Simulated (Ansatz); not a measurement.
Runs of Ansatz 0.2.0 on BAs. Symmetry: F-43m, No. 216, cubic system. The conventional cell has a = 4.777 Å, b = 4.777 Å, c = 4.777 Å, α = 90.00°, β = 90.00°, γ = 90.00°. As (site symmetry -43m) has 4 B at 2.07 Å as nearest neighbours. B (site symmetry -43m) is surrounded by 4 As at 2.07 Å. 

```tsv
task	level	spin	cell	k mesh	cutoff (eV)	points for each segment of the path	mesh quality	gap on the mesh (eV)	pressure (GPa)
band structure	r2SCAN50	off	as given	5 × 5 × 5	500	4	coarse	3.92	-3.6
single point	PBE0	SOC, no magnetisation	as given	4 × 4 × 4	420	-	coarse	2.75	0.0
band structure	B3LYP	off	as given	5 × 5 × 5	420	4	coarse	2.50	(b)
band structure	PBEsol0	off	as given	5 × 5 × 5	420	4	coarse	(a)	-2.8
relaxation of cell and atoms	PBE+D4	off	relaxed	10 × 10 × 10	420	-	not flagged	(c)	0.0
```

Alike in all rows: potentials or basis Ansatz PAW; smearing fermi-dirac 0.05 eV.

Task: Estimate the missing entries.

Result: (a) 2.46; (b) 4.1; (c) 1.17.

Caveats: some runs use coarse meshes; the PAW data sets come from PBE, with cores solved anew for the run's functional, which leaves a small shift of forces and pressure (some runs); the thresholds are loose for stress (some runs); the plane-wave basis is chosen anew once the cell has moved, so the energies of steps on either side of that aren't comparable (some runs).

A k mesh can miss the band edges, and rows without SOC leave out spin-orbit coupling on As.
